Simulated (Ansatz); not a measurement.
# WSe2: the cost of one run

Method: DFT PBE, scalar-relativistic, plane waves, PAW, in Ansatz 0.2.0.

22 further runs of the same task are left out: 22 set aside as unsound or not needed. Runs told in other sessions of the task aren't counted.

## Step 1: Starting point

Symmetry: P-6m2, No. 187, hexagonal system. Conventional cell: a = 3.320 Å, b = 3.320 Å, c = 16.654 Å, α = 90.00°, β = 90.00°, γ = 120.00°. W (site symmetry -6m2) is surrounded by 6 Se at 2.55 Å. Se (site symmetry 3m) is surrounded by 3 W at 2.55 Å.

As a file:

```xyz
3
Lattice="3.3201 0.0000 0.0000 -1.6600 2.8753 0.0000 0.0000 0.0000 16.6542" Properties=species:S:1:pos:R:3 pbc="T T T"
W     0.0000    0.0000    0.0000
Se    0.0000    1.9168    1.6783
Se    0.0000    1.9168   14.9759
```

It goes back to an entry of the Materials Project, which need not be the stable form.

This cell was relaxed beforehand with the same method: volume 52.99 Å³/atom, gap on the mesh 1.55 eV.

## Step 2: The scan

Atoms count from 1 in the order of the input.

One atom moved over a plane, all else fixed.

- shift of W1 along [1 0 0]: 11 values from −0.840 to 0.840 Å
- shift of W1 along [1 2 0]: 11 values from −0.840 to 0.840 Å

Nothing else is relaxed (all other atoms fixed). Energies count from the relaxed crystal. Points are written as (first, second).

## Step 3: Grid point (−0.840 Å, 0.168 Å)

Contents of input.yaml:

```yaml
crystal:
  lattice:
    - [3.3200588118, 0.0, 0.0]
    - [-1.6600294059, 2.8752552731, 0.0]
    - [0.0, 0.0, 16.6541810407]
  atoms:
    - { symbol: W, position: [-0.223792769, 0.0584295946, 0.0] }
    - { symbol: Se, position: [0.3333333333, 0.6666666667, 0.1007736663] }
    - { symbol: Se, position: [0.3333333333, 0.6666666667, 0.8992263337] }
basis:
  ecutwfc: 420
kpoints:
  mp_grid: { grid: [9, 9, 2] }
hamiltonian:
  xc: pbe
  pseudopotentials: { kind: paw, azcp: { folder: soft_1 } }
scf:
  occupations: { method: gaussian, width: 0.05 }
output:
  forces: true
  stress: true
  eigenvalues: true
```

Launch:

```sh
$ ansatz run input.yaml --threads 2 --pin off --max-ram 4096MiB --backend cpu --events-out ev --progress --plain --runs-dir out
```

**Question.** How long does this run take on 2 threads of Arm Neoverse V2, shared host, and how much memory does it need?

About 12 s, with a peak of 0.56 GiB.
